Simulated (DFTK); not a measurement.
Wanted: the native input for a DFTK 0.8.2 run.

```yaml
Task: equation of state
Functional: BLYP
Potentials_or_basis: cp2k.nc.sr.pbe.v0_1.semicore.gth (PBE, GTH)
Cutoff: 735 eV
k_mesh: 7 × 7 × 7
Occupations: fermi-dirac, width 0.05 eV
Spin: no spin polarisation
Valence_electrons: Sn 4
Volume_scales: "[0.94, 0.96, 0.98, 1.0, 1.02, 1.04, 1.06]"
SCF_tolerance_on_the_density: 1e-06
```

The system is Sn.

```xyz
2
Lattice="0.0000 3.2333 3.2333 3.2333 0.0000 3.2333 3.2333 3.2333 0.0000" Properties=species:S:1:pos:R:3 pbc="T T T"
Sn    4.8500    4.8500    4.8500
Sn    3.2333    3.2333    3.2333
```

This isn't the form of Sn at room conditions, which is tetragonal (white tin).

The input as run:

run.jl

```julia
using DFTK
using PseudoPotentialData
using Unitful, UnitfulAtomic
using LinearAlgebra, Printf
include("save.jl")
disable_threading()

# lattice vectors are the columns
lattice = austrip(1u"Å") * [           0.0      3.2333428      3.2333428;
                3.2333428            0.0      3.2333428;
                3.2333428      3.2333428            0.0]
symbols   = [:Sn, :Sn]
positions = [[0.75, 0.75, 0.75],
             [0.5, 0.5, 0.5]]
pseudopotentials = PseudoFamily("cp2k.nc.sr.pbe.v0_1.semicore.gth")
elements = Dict(s => ElementPsp(s, pseudopotentials) for s in unique(symbols))
atoms    = [elements[s] for s in symbols]

build_model(lattice, positions; symmetries=true) =
    model_DFT(lattice, atoms, positions;
              functionals=[:gga_x_b88, :gga_c_lyp],
              temperature=austrip(0.05u"eV"),
              smearing=Smearing.FermiDirac(),
              symmetries)
Ecut  = 27.0  # hartree
kgrid = [7, 7, 7]
tol   = 1e-6
to_GPa = ustrip(uconvert(u"GPa", 1u"hartree/bohr^3"))

results["points"] = []
for scale in [0.94, 0.96, 0.98, 1.0, 1.02, 1.04, 1.06]
    println("\n=== scale = ", scale)
    model = build_model(cbrt(scale) * lattice, positions)
    basis = PlaneWaveBasis(model; Ecut, kgrid)
    t0 = time()
    scfres = self_consistent_field(basis;
                                   tol,
                                   nbandsalg=AdaptiveBands(model; n_bands_converge=9))
    seconds = time() - t0
    @printf "SCF: %d iterations, %.1f s\n" scfres.n_iter seconds
    forces = compute_forces_cart(scfres)
    stress = compute_stresses_cart(scfres)
    @printf "V = %.5f Å^3  F = %.8f Ha  max force = %.5f eV/Å  p = %.4f GPa\n" ustrip(auconvert(u"Å^3", model.unit_cell_volume)) scfres.energies.total ustrip(auconvert(u"eV/Å", maximum(norm, forces))) (-tr(stress) / 3 * to_GPa)
    push!(results["points"], save_scf!(scfres; forces, stress, d=Dict{String,Any}("seconds" => seconds, "n_matvec" => get(scfres, :n_matvec, 0))))
end

# third-order Birch-Murnaghan fit in x = V^(-2/3)
V = [0.94, 0.96, 0.98, 1.0, 1.02, 1.04, 1.06] * abs(det(lattice))
E = [p["total"] for p in results["points"]]
x = V .^ (-2 / 3)
c = [x .^ 0 x x .^ 2 x .^ 3] \ E
Δ = c[3]^2 - 3c[2] * c[4]
if Δ > 0
    x0 = (-c[3] + sqrt(Δ)) / 3c[4]
    B0 = 4 / 9 * x0^(7 / 2) * (2c[3] + 6c[4] * x0)
    @printf "V0 = %.4f Å^3  B0 = %.2f GPa\n" ustrip(auconvert(u"Å^3", x0^(-3 / 2))) B0 * to_GPa
end
```

Potentials or basis: cp2k.nc.sr.pbe.v0_1.semicore.gth (PBE, GTH).

The run is started by

```console
$ julia --threads=1 run.jl  # save.jl only writes the numbers to a file and isn't shown; printed stress counts tension as positive; times include loading and compiling
```

Results of the run:

```
Equilibrium volume : 38.79 Å³/atom (rough: see the caveat)
Bulk modulus       : 28 GPa (rough)
```

Caveat: the minimum lies outside the volumes run; GTH potentials come without recommended cutoffs, and this one wasn't checked for convergence; the potentials were made for another functional, which shifts forces and pressure.

It took 3.1 min on 1 thread of Intel(R) Xeon(R) 6975P-C (Granite Rapids) (shared host), peak memory 1.8 GiB.
